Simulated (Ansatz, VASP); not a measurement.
**PbO in VASP and in Ansatz**

```
Pb O
1.0
     3.77568    0.00000    0.00000
     0.00000    3.77568    0.00000
     0.00000    0.00000    4.89645
Pb O
2 2
Cartesian
  0.0000 1.8878 1.1512
  1.8878 0.0000 3.7453
  0.0000 0.0000 0.0000
  1.8878 1.8878 0.0000
```

Change from the starting cell: strain -0.050 along x and y, -0.025 along z, atoms carried along.

Alike in both runs: task single point; functional PBE; k mesh 8 × 8 × 6; occupations gaussian, width 0.05 eV; no spin polarisation.

|  | VASP | Ansatz |
| --- | --- | --- |
| version | VASP 6.6.1 | Ansatz 0.2.0 |
| potentials or method | VASP PAW PBE potentials, release 64 (Pb_d, O) | scalar-relativistic, plane waves, PAW |
| plane-wave cutoff (eV) | 520 | 420 |
| valence electrons in the cell | 40 | 40 |

Ansatz gave:

| Property | Result |
| --- | --- |
| gap on the k mesh at the Fermi level (eV) | 0.89 |
| least direct gap on the mesh (eV) | 2.56 |
| pressure (GPa) | 21.1 |
| largest component of the traceless stress (GPa) | 3.40 |
| rms of the force components (eV/Å) | 1.034 |

Task: Estimate VASP's values.

Result: gap on the k mesh at the Fermi level (eV): 0.90; least direct gap on the mesh (eV): 2.54; pressure (GPa): 21.3; largest component of the traceless stress (GPa): 3.42; rms of the force components (eV/Å): 1.060.

Atom by atom the forces differ by 0.026 eV/Å (rms over components).

Caveats: so large a pressure means that the cell lies far from this level's equilibrium, or that cutoff or potentials fall short (VASP); spin-orbit coupling is left out, which as a rule narrows the gap of such compounds by several tenths of an eV; forces of over 1 eV/Å show positions far from the minimum, so gaps and moduli don't describe the material at rest. A k mesh can miss the band edges.
